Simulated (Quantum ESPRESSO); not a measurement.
# KCl (Pm-3m) in Quantum ESPRESSO: further runs

The runs below take KCl through single point, equation of state, with LDA.

All numbers are computed with Quantum ESPRESSO 7.5; they aren't measurements. Logs are shortened: lines on timing, memory, paths and dates and some standing lists are left out, and cuts for length are marked.

**1. The crystal as given**

The structure is cubic, space group Pm-3m (No. 221). Conventional cell: a = 3.839 Å, b = 3.839 Å, c = 3.839 Å, α = 90.00°, β = 90.00°, γ = 90.00°. K (site symmetry m-3m) is surrounded by 8 Cl at 3.32 Å. Cl (site symmetry m-3m) has 8 K at 3.32 Å as nearest neighbours.

Measurements of this composition are mostly on another form, of space group No. 225.

**2. Single point, LDA, 26.60 Å³/atom**

The input, pw.in:

```
&CONTROL
  calculation = 'scf'
  prefix = 'pwscf'
  outdir = './tmp'
  pseudo_dir = './pseudo'
  tstress = .true.
  disk_io = 'nowf'
/
&SYSTEM
  ibrav = 0
  nat = 2
  ntyp = 2
  ecutwfc = 45
  ecutrho = 360
  nbnd = 14
  occupations = 'smearing'
  smearing = 'fd'
  degauss = 0.00367493
/
&ELECTRONS
  conv_thr = 4d-10
  electron_maxstep = 120
  mixing_beta = 0.5
/
ATOMIC_SPECIES
K     39.0983 k_lda_v1.4.uspp.F.UPF
Cl    35.4500 cl_lda_v1.4.uspp.F.UPF
CELL_PARAMETERS angstrom
   3.7608230702    0.0000000000    0.0000000000
   0.0000000000    3.7608230702    0.0000000000
   0.0000000000    0.0000000000    3.7608230702
ATOMIC_POSITIONS crystal
K      0.0000000000    0.0000000000    0.0000000000
Cl     0.5000000000    0.5000000000    0.5000000000
K_POINTS automatic
7 7 7 0 0 0
```

Potentials or basis: GBRV 1.5 LDA.

On the command line:

```bash
$ OMP_NUM_THREADS=1 mpirun -n 2 pw.x -nk 2 -in pw.in > pw.out
```

pw.out:

```text
This program is part of the open-source Quantum ESPRESSO suite
     for quantum simulation of materials; please cite
[... 13 lines left out ...]
     --------------------
     sticks:   dense  smooth     PW     G-vecs:    dense   smooth      PW
     Sum        1449     725    221                41395    14771    2469

     Using Slab Decomposition

     bravais-lattice index     =            0
     lattice parameter (alat)  =       7.1069  a.u.
     unit-cell volume          =     358.9594 (a.u.)^3
     number of atoms/cell      =            2
     number of atomic types    =            2
     number of electrons       =        16.00
     number of Kohn-Sham states=           14
     kinetic-energy cutoff     =      45.0000  Ry
     charge density cutoff     =     360.0000  Ry
     scf convergence threshold =      4.0E-10
     mixing beta               =       0.5000
     number of iterations used =            8  plain     mixing
     Exchange-correlation=  SLA  PZ   NOGX NOGC
                           (   1   1   0   0   0   0   0)

     celldm(1)=   7.106926  celldm(2)=   0.000000  celldm(3)=   0.000000
     celldm(4)=   0.000000  celldm(5)=   0.000000  celldm(6)=   0.000000

     crystal axes: (cart. coord. in units of alat)
               a(1) = (   1.000000   0.000000   0.000000 )
               a(2) = (   0.000000   1.000000   0.000000 )
               a(3) = (   0.000000   0.000000   1.000000 )

     reciprocal axes: (cart. coord. in units 2 pi/alat)
               b(1) = (  1.000000  0.000000  0.000000 )
               b(2) = (  0.000000  1.000000  0.000000 )
               b(3) = (  0.000000  0.000000  1.000000 )

     PseudoPot. # 1 for K  read from file:
     k_lda_v1.4.uspp.F.UPF
     Pseudo is Ultrasoft + core correction, Zval =  9.0
     Generated by new atomic code, or converted to UPF format
     Using radial grid of  841 points,  6 beta functions with:
                l(1) =   0
                l(2) =   0
                l(3) =   1
                l(4) =   1
                l(5) =   2
                l(6) =   2
     Q(r) pseudized with  6 coefficients,  rinner =    1.500   1.500   1.500
                                                       1.500   1.500

     PseudoPot. # 2 for Cl read from file:
     cl_lda_v1.4.uspp.F.UPF
     Pseudo is Ultrasoft + core correction, Zval =  7.0
     Generated by new atomic code, or converted to UPF format
     Using radial grid of  909 points,  6 beta functions with:
                l(1) =   0
                l(2) =   0
                l(3) =   1
                l(4) =   1
                l(5) =   2
                l(6) =   2
     Q(r) pseudized with  8 coefficients,  rinner =    1.300   1.300   1.300
                                                       1.300   1.300

     atomic species   valence    mass     pseudopotential
     K                 9.00    39.09830     K ( 1.00)
     Cl                7.00    35.45000     Cl( 1.00)

     48 Sym. Ops., with inversion, found

   Cartesian axes

     site n.     atom                  positions (alat units)
         1        K      tau(   1) = (   0.0000000   0.0000000   0.0000000  )
         2        Cl     tau(   2) = (   0.5000000   0.5000000   0.5000000  )

     number of k points=    20  Fermi-Dirac smearing, width (Ry)=  0.0037
                       cart. coord. in units 2pi/alat
        k(    1) = (   0.0000000   0.0000000   0.0000000), wk =   0.0058309
        k(    2) = (   0.0000000   0.0000000   0.1428571), wk =   0.0349854
        k(    3) = (   0.0000000   0.0000000   0.2857143), wk =   0.0349854
        k(    4) = (   0.0000000   0.0000000   0.4285714), wk =   0.0349854
        k(    5) = (   0.0000000   0.1428571   0.1428571), wk =   0.0699708
        k(    6) = (   0.0000000   0.1428571   0.2857143), wk =   0.1399417
[... 12 lines left out ...]
        k(   19) = (   0.2857143   0.4285714   0.4285714), wk =   0.1399417
        k(   20) = (   0.4285714   0.4285714   0.4285714), wk =   0.0466472

     Dense  grid:    41395 G-vectors     FFT dimensions: (  45,  45,  45)

     Smooth grid:    14771 G-vectors     FFT dimensions: (  32,  32,  32)

     Initial potential from superposition of free atoms

     starting charge      15.4972, renormalised to      16.0000

     negative rho (up, down):  1.557E-02 0.000E+00
     Starting wfcs are   12 randomized atomic wfcs +    2 random wfcs

     Self-consistent Calculation

     iteration #  1     ecut=    45.00 Ry     beta= 0.50
     Davidson diagonalization with overlap
     ethr =  1.00E-02,  avg # of iterations =  9.6

     Threshold (ethr) on eigenvalues was too large:
     Diagonalizing with lowered threshold

     Davidson diagonalization with overlap
     ethr =  6.46E-04,  avg # of iterations =  3.4

     negative rho (up, down):  1.520E-02 0.000E+00

     total energy              =     -90.51792838 Ry
     estimated scf accuracy    <       0.10096972 Ry

     iteration #  2     ecut=    45.00 Ry     beta= 0.50
     Davidson diagonalization with overlap
     ethr =  6.31E-04,  avg # of iterations =  4.2

     negative rho (up, down):  1.473E-02 0.000E+00

     total energy              =     -90.53559078 Ry
     estimated scf accuracy    <       0.00591042 Ry

     iteration #  3     ecut=    45.00 Ry     beta= 0.50
     Davidson diagonalization with overlap
     ethr =  3.69E-05,  avg # of iterations =  8.4

     negative rho (up, down):  1.451E-02 0.000E+00

     total energy              =     -90.53627076 Ry
     estimated scf accuracy    <       0.00076122 Ry

     iteration #  4     ecut=    45.00 Ry     beta= 0.50
     Davidson diagonalization with overlap
     c_bands:  1 eigenvalues not converged
     ethr =  4.76E-06,  avg # of iterations =  6.0

     negative rho (up, down):  1.445E-02 0.000E+00

     total energy              =     -90.53632367 Ry
     estimated scf accuracy    <       0.00006604 Ry

     iteration #  5     ecut=    45.00 Ry     beta= 0.50
     Davidson diagonalization with overlap
     ethr =  4.13E-07,  avg # of iterations =  2.9

     negative rho (up, down):  1.446E-02 0.000E+00

     total energy              =     -90.53633197 Ry
     estimated scf accuracy    <       0.00000066 Ry

     iteration #  6     ecut=    45.00 Ry     beta= 0.50
     Davidson diagonalization with overlap
     ethr =  4.13E-09,  avg # of iterations =  8.7

     negative rho (up, down):  1.445E-02 0.000E+00

     total energy              =     -90.53633404 Ry
     estimated scf accuracy    <       0.00000017 Ry

     iteration #  7     ecut=    45.00 Ry     beta= 0.50
     Davidson diagonalization with overlap
     ethr =  1.08E-09,  avg # of iterations =  3.0

     negative rho (up, down):  1.445E-02 0.000E+00

     total energy              =     -90.53633409 Ry
     estimated scf accuracy    <          4.8E-09 Ry

     iteration #  8     ecut=    45.00 Ry     beta= 0.50
     Davidson diagonalization with overlap
     ethr =  3.02E-11,  avg # of iterations =  6.3

     negative rho (up, down):  1.445E-02 0.000E+00

     total energy              =     -90.53633410 Ry
     estimated scf accuracy    <          1.1E-09 Ry

     iteration #  9     ecut=    45.00 Ry     beta= 0.50
     Davidson diagonalization with overlap
     ethr =  6.63E-12,  avg # of iterations =  3.5

     negative rho (up, down):  1.445E-02 0.000E+00

     End of self-consistent calculation

          k = 0.0000 0.0000 0.0000 (  1839 PWs)   bands (ev):

   -25.1966 -10.2021  -8.7593  -8.7593  -8.7593   2.2027   2.2027   2.2027
     7.0475   8.6048   8.6048  13.0186  13.0186  13.0186

          k = 0.0000 0.0000 0.1429 (  1823 PWs)   bands (ev):

   -25.1915 -10.2369  -8.7514  -8.7514  -8.7349   1.7674   2.1977   2.1977
     7.5524   8.7808   9.0657  12.9381  12.9381  13.1223

          k = 0.0000 0.0000 0.2857 (  1827 PWs)   bands (ev):

   -25.1800 -10.3183  -8.7339  -8.7339  -8.6714   0.9875   2.1853   2.1853
     8.6384   9.2807  10.0852  12.8437  12.8437  13.3842

          k = 0.0000 0.0000 0.4286 (  1828 PWs)   bands (ev):

   -25.1708 -10.3862  -8.7197  -8.7197  -8.6124   0.4720   2.1743   2.1743
     9.7715   9.9238  10.6869  12.4404  12.8894  12.8896

          k = 0.0000 0.1429 0.1429 (  1841 PWs)   bands (ev):

   -25.1865 -10.2471  -8.8150  -8.7441  -8.6726   1.6800   1.9272   2.2019
     7.9727   9.0619   9.3641  12.5764  12.7568  13.4133

          k = 0.0000 0.1429 0.2857 (  1833 PWs)   bands (ev):

   -25.1752 -10.2806  -8.8322  -8.7273  -8.6428   1.0551   1.8985   2.2107
     8.8681   9.4759  10.2852  12.3159  12.4769  13.3715

          k = 0.0000 0.1429 0.4286 (  1839 PWs)   bands (ev):

   -25.1661 -10.3174  -8.7941  -8.7139  -8.6568   0.5890   1.9292   2.2169
     9.7227   9.9227  10.7965  12.2414  12.3900  12.8662

          k = 0.0000 0.2857 0.2857 (  1835 PWs)   bands (ev):

   -25.1643 -10.1985  -8.9386  -8.7125  -8.6875   1.1172   1.4420   2.2688
     9.1102   9.6216  11.1420  11.7687  12.3085  12.6808

          k = 0.0000 0.2857 0.4286 (  1832 PWs)   bands (ev):

   -25.1556 -10.1392  -8.9421  -8.7956  -8.7005   0.8603   1.4499   2.3162
     9.0162   9.7742  11.6290  11.7546  11.9663  12.7454

          k = 0.0000 0.4286 0.4286 (  1822 PWs)   bands (ev):

   -25.1471  -9.9560  -9.0361  -8.9690  -8.6897   1.0723   1.1350   2.3998
     8.4388   9.5498  11.2397  11.3623  13.1594  13.3104

          k = 0.1429 0.1429 0.1429 (  1839 PWs)   bands (ev):

   -25.1815 -10.2417  -8.8060  -8.8060  -8.6350   1.6618   1.9214   1.9214
     8.3672   9.4810   9.4810  12.4247  12.4247  13.2653

          k = 0.1429 0.1429 0.2857 (  1840 PWs)   bands (ev):

   -25.1704 -10.2409  -8.8457  -8.7859  -8.6344   1.1247   1.9071   1.9213
     9.1725   9.7849  10.3534  12.1582  12.1597  12.6009

          k = 0.1429 0.1429 0.4286 (  1829 PWs)   bands (ev):

   -25.1615 -10.2524  -8.8047  -8.7696  -8.6908   0.6838   1.8944   2.0146
     9.9410  10.0943  10.5163  11.9971  12.2736  12.5555

          k = 0.1429 0.2857 0.2857 (  1833 PWs)   bands (ev):

   -25.1597 -10.1524  -8.9271  -8.7909  -8.6868   1.1947   1.4238   1.9626
     9.4983  10.0689  10.9718  11.6167  11.8455  12.2850

          k = 0.1429 0.2857 0.4286 (  1830 PWs)   bands (ev):

   -25.1511 -10.0856  -8.9335  -8.8203  -8.7550   0.8982   1.4342   2.0221
     9.3399  10.2388  10.9644  11.6201  12.3084  12.5157

          k = 0.1429 0.4286 0.4286 (  1815 PWs)   bands (ev):

   -25.1427  -9.9172  -9.0226  -8.9665  -8.7462   1.0575   1.1021   2.0648
     8.8024  10.1055  11.1375  11.2196  13.0523  13.1288

          k = 0.2857 0.2857 0.2857 (  1824 PWs)   bands (ev):

   -25.1493 -10.0437  -8.9011  -8.9011  -8.7527   1.3649   1.3814   1.3814
    10.2946  10.6774  10.6774  10.9662  11.9859  11.9859

          k = 0.2857 0.2857 0.4286 (  1826 PWs)   bands (ev):

   -25.1409  -9.9520  -8.9359  -8.8800  -8.8604   0.9738   1.3457   1.5132
     9.9396  10.4975  10.8028  11.7571  12.0784  12.4212

          k = 0.2857 0.4286 0.4286 (  1809 PWs)   bands (ev):

   -25.1327  -9.8253  -8.9918  -8.9643  -8.8703   1.0196   1.0265   1.4272
     9.7486  10.8449  10.9835  11.4635  12.6284  12.7176

          k = 0.4286 0.4286 0.4286 (  1832 PWs)   bands (ev):

   -25.1247  -9.7456  -8.9670  -8.9670  -8.9670   0.9644   0.9644   1.0115
    10.6200  10.9353  10.9353  12.2477  12.3725  12.3725

     the Fermi energy is     4.0108 ev

!    total energy              =     -90.53633410 Ry
     estimated scf accuracy    <          7.4E-11 Ry
     smearing contrib. (-TS)   =      -0.00000000 Ry
     internal energy E=F+TS    =     -90.53633410 Ry

     The total energy is F=E-TS. E is the sum of the following terms:
     one-electron contribution =     -22.87843248 Ry
     hartree contribution      =      16.81319846 Ry
     xc contribution           =     -18.35353664 Ry
     ewald contribution        =     -66.11756343 Ry

     convergence has been achieved in   9 iterations

     Computing stress (Cartesian axis) and pressure

     negative rho (up, down):  1.445E-02 0.000E+00
          total   stress  (Ry/bohr**3)                   (kbar)     P=      -25.17
  -0.00017109   0.00000000   0.00000000          -25.17        0.00        0.00
   0.00000000  -0.00017109   0.00000000            0.00      -25.17        0.00
   0.00000000   0.00000000  -0.00017109            0.00        0.00      -25.17

=------------------------------------------------------------------------------=
   JOB DONE.
=------------------------------------------------------------------------------=
```

It took 11 s on 2 MPI ranks of Intel Xeon Platinum 8259CL at 2.50GHz (Skylake/Cascade Lake), shared host; peak memory 0.26 GiB.

What came out:

```yaml
Free_energy: -1231.8096 eV
Pressure: -2.5 GPa
Band_gap_on_the_k_mesh: 4.65 eV, indirect (least direct gap 4.84 eV)
```

Caveat: an odd mesh through Γ misses points on the zone boundary, where band edges often lie.

**3. Single point, LDA, 27.16 Å³/atom**

Edit pw.in of step 2 so:

```diff
@@ -28,5 +28,5 @@
 CELL_PARAMETERS angstrom
-   3.7608230702    0.0000000000    0.0000000000
-   0.0000000000    3.7608230702    0.0000000000
-   0.0000000000    0.0000000000    3.7608230702
+   3.7873086124    0.0000000000    0.0000000000
+   0.0000000000    3.7873086124    0.0000000000
+   0.0000000000    0.0000000000    3.7873086124
 ATOMIC_POSITIONS crystal
```

Potentials or basis: GBRV 1.5 LDA.

On the command line:

```bash
$ OMP_NUM_THREADS=1 mpirun -n 2 pw.x -nk 2 -in pw.in > pw.out
```

Run time: 10 s. Hardware: 2 MPI ranks of Intel Xeon Platinum 8259CL at 2.50GHz (Skylake/Cascade Lake), shared host; peak memory 0.26 GiB.

The run converged. Its results:

| Property | Result |
| --- | --- |
| Free energy | -1231.7922 eV |
| Pressure | -2.8 GPa |
| Band gap on the k mesh | 4.55 eV, indirect (least direct gap 4.75 eV) |

Caveat: an odd mesh through Γ misses points on the zone boundary, where band edges often lie.

**4. Single point, LDA, 27.73 Å³/atom**

Edit pw.in of step 3 so:

```diff
@@ -28,5 +28,5 @@
 CELL_PARAMETERS angstrom
-   3.7873086124    0.0000000000    0.0000000000
-   0.0000000000    3.7873086124    0.0000000000
-   0.0000000000    0.0000000000    3.7873086124
+   3.8134288075    0.0000000000    0.0000000000
+   0.0000000000    3.8134288075    0.0000000000
+   0.0000000000    0.0000000000    3.8134288075
 ATOMIC_POSITIONS crystal
```

On the command line:

```bash
$ OMP_NUM_THREADS=1 mpirun -n 2 pw.x -nk 2 -in pw.in > pw.out
```

Run time: 11 s. Hardware: 2 MPI ranks of Intel Xeon Platinum 8259CL at 2.50GHz (Skylake/Cascade Lake), shared host; peak memory 0.26 GiB.

The run converged. Its results:

```yaml
Free_energy: -1231.7726 eV
Pressure: -3.1 GPa
Band_gap_on_the_k_mesh: 4.47 eV, indirect (least direct gap 4.66 eV)
```

Caveat: an odd mesh through Γ misses points on the zone boundary, where band edges often lie.

**5. Single point, LDA, 28.29 Å³/atom**

Edit pw.in of step 4 so:

```diff
@@ -28,5 +28,5 @@
 CELL_PARAMETERS angstrom
-   3.8134288075    0.0000000000    0.0000000000
-   0.0000000000    3.8134288075    0.0000000000
-   0.0000000000    0.0000000000    3.8134288075
+   3.8391960000    0.0000000000    0.0000000000
+   0.0000000000    3.8391960000    0.0000000000
+   0.0000000000    0.0000000000    3.8391960000
 ATOMIC_POSITIONS crystal
```

On the command line:

```bash
$ OMP_NUM_THREADS=1 mpirun -n 2 pw.x -nk 2 -in pw.in > pw.out
```

It took 11 s on 2 MPI ranks of Intel Xeon Platinum 8259CL at 2.50GHz (Skylake/Cascade Lake), shared host; peak memory 0.28 GiB.

Results (log left out):

| Property | Result |
| --- | --- |
| Free energy | -1231.7512 eV |
| Pressure | -3.4 GPa |
| Band gap on the k mesh | 4.38 eV, indirect (least direct gap 4.57 eV) |

Caveat: an odd mesh through Γ misses points on the zone boundary, where band edges often lie.

**6. Single point, LDA, 28.86 Å³/atom**

Edit pw.in of step 5 so:

```diff
@@ -28,5 +28,5 @@
 CELL_PARAMETERS angstrom
-   3.8391960000    0.0000000000    0.0000000000
-   0.0000000000    3.8391960000    0.0000000000
-   0.0000000000    0.0000000000    3.8391960000
+   3.8646218801    0.0000000000    0.0000000000
+   0.0000000000    3.8646218801    0.0000000000
+   0.0000000000    0.0000000000    3.8646218801
 ATOMIC_POSITIONS crystal
```

Potentials or basis: GBRV 1.5 LDA.

On the command line:

```bash
$ OMP_NUM_THREADS=1 mpirun -n 2 pw.x -nk 2 -in pw.in > pw.out
```

Wall time 12 s (2 MPI ranks of Intel Xeon Platinum 8259CL at 2.50GHz (Skylake/Cascade Lake), shared host); peak memory 0.28 GiB.

Results (log left out):

```
Free energy            : -1231.7280 eV
Pressure               : -3.6 GPa
Band gap on the k mesh : 4.30 eV, indirect (least direct gap 4.49 eV)
```

Caveat: an odd mesh through Γ misses points on the zone boundary, where band edges often lie.

**7. Single point, LDA, 29.43 Å³/atom**

Edit pw.in of step 6 so:

```diff
@@ -28,5 +28,5 @@
 CELL_PARAMETERS angstrom
-   3.8646218801    0.0000000000    0.0000000000
-   0.0000000000    3.8646218801    0.0000000000
-   0.0000000000    0.0000000000    3.8646218801
+   3.8897175305    0.0000000000    0.0000000000
+   0.0000000000    3.8897175305    0.0000000000
+   0.0000000000    0.0000000000    3.8897175305
 ATOMIC_POSITIONS crystal
```

On the command line:

```bash
$ OMP_NUM_THREADS=1 mpirun -n 2 pw.x -nk 2 -in pw.in > pw.out
```

It took 12 s on 2 MPI ranks of Intel Xeon Platinum 8259CL at 2.50GHz (Skylake/Cascade Lake), shared host; peak memory 0.28 GiB.

The run converged. Its results:

```
Free energy            : -1231.7035 eV
Pressure               : -3.8 GPa
Band gap on the k mesh : 4.23 eV, indirect (least direct gap 4.41 eV)
```

Caveat: an odd mesh through Γ misses points on the zone boundary, where band edges often lie.

**8. Single point, LDA, 29.99 Å³/atom**

Edit pw.in of step 7 so:

```diff
@@ -28,5 +28,5 @@
 CELL_PARAMETERS angstrom
-   3.8897175305    0.0000000000    0.0000000000
-   0.0000000000    3.8897175305    0.0000000000
-   0.0000000000    0.0000000000    3.8897175305
+   3.9144934694    0.0000000000    0.0000000000
+   0.0000000000    3.9144934694    0.0000000000
+   0.0000000000    0.0000000000    3.9144934694
 ATOMIC_POSITIONS crystal
```

On the command line:

```bash
$ OMP_NUM_THREADS=1 mpirun -n 2 pw.x -nk 2 -in pw.in > pw.out
```

Run time: 12 s. Hardware: 2 MPI ranks of Intel Xeon Platinum 8259CL at 2.50GHz (Skylake/Cascade Lake), shared host; peak memory 0.28 GiB.

The run converged. Its results:

```yaml
Free_energy: -1231.6777 eV
Pressure: -3.9 GPa
Band_gap_on_the_k_mesh: 4.16 eV, indirect (least direct gap 4.34 eV)
```

Caveat: an odd mesh through Γ misses points on the zone boundary, where band edges often lie.

**9. Equation of state, LDA**

Potentials or basis: GBRV 1.5 LDA.

This step only gathers the single runs of the series.

What came out:

* Equilibrium volume: 24.05 Å³/atom (rough: see the caveat)
* Bulk modulus: 29 GPa (rough)

Energy against volume, from the lowest point:
```
volume (Å³/atom)  energy (meV/atom)
          26.596               0.00
          27.162               8.69
          27.728              18.47
          28.294              29.19
          28.860              40.78
          29.426              53.06
          29.991              65.92
```

Caveat: the minimum lies outside the volumes run.
